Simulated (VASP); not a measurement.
A run of VASP 6.6.1 is set up as follows.

Contents of INCAR:

```
SYSTEM = Ni
PREC = Accurate
ENCUT = 520
EDIFF = 1E-6
ISMEAR = 0
SIGMA = 0.1
LREAL = .FALSE.
LASPH = .TRUE.
NELM = 120
ALGO = Fast
ISIF = 2
LWAVE = .FALSE.
LCHARG = .FALSE.
ISPIN = 2
MAGMOM = 1 1
LORBIT = 11
LMAXMIX = 4
GGA = PS
NBANDS = 21
```

The input KPOINTS:

```
regular mesh
0
G
  30 30 16
  0 0 0
```

POSCAR

```
Ni
1.0
    2.4453800000      0.0000000000      0.0000000000
   -1.2226900000      2.1177600000      0.0000000000
    0.0000000000      0.0000000000      4.0175800000
Ni
2
Direct
    0.3333300000      0.6666700000      0.2500000000
    0.6666700000      0.3333300000      0.7500000000
```

Potentials or basis: VASP PAW PBE potentials, release 64 (Ni).

Launch:

```sh
$ cat potpaw_PBE.64/Ni/POTCAR > POTCAR
$ mpirun -np 1 vasp_std > vasp.out
```

**Question.** What does it give for the band gap on the k mesh?

**Answer.** None (metal or under the smearing width).

**Question.** Predict the net moment.

**Answer.** 1.23 μB per cell.

**Question.** Estimate the site moments.

**Answer.** Ni +0.62 μB.

**Question.** What does it give for the pressure?

**Answer.** 0.2 GPa.

Caveat: the PAW data sets were made with another functional, which shifts forces and pressure a little.
